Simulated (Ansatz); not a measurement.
## P in Ansatz: the effect of target pressure

Crystal: P.

```
P
1.0
     1.72573    0.99635    3.12968
    -1.72573    0.99635    3.12968
     0.00000   -1.99270    3.12968
P
2
Direct
  0.77292 0.77292 0.77292
  0.22708 0.22708 0.22708
```

This isn't the form of P at room conditions, which is orthorhombic.

Alike in all runs:

* Program: Ansatz 0.2.0
* Task: relaxation of cell and atoms
* Functional: PBEsol
* Potentials or basis: Ansatz PAW
* Cutoff: 420 eV (not typed: the program's choice for these potentials)
* k mesh: 9 × 9 × 9
* Occupations: fermi-dirac, width 0.05 eV
* Spin: no spin polarisation

Each run relaxes the cell or the atoms first.

```tsv
target pressure	relaxed volume (Å³/atom)
0 GPa	15.05
2 GPa	14.72
5 GPa	13.91
10 GPa	13.34
20 GPa	12.59
30 GPa	?
```

Q: What does the run with target pressure 30 GPa give?

A: Relaxed volume 12.01 Å³/atom.

Worked out: A parabola through the other rows of the relaxed volume, of slope 0.0985 Å³/atom per GPa there, extrapolates to 13.03 Å³/atom, against the run's 12.01.

Caveats: the plane-wave basis is chosen anew once the cell has moved, so the energies of steps on either side of that aren't comparable; the PAW data sets come from PBE, with cores solved anew for the run's functional, which leaves a small shift of forces and pressure; the volume moved by over 15 % at a fixed basis, so the end points are rough (some runs).
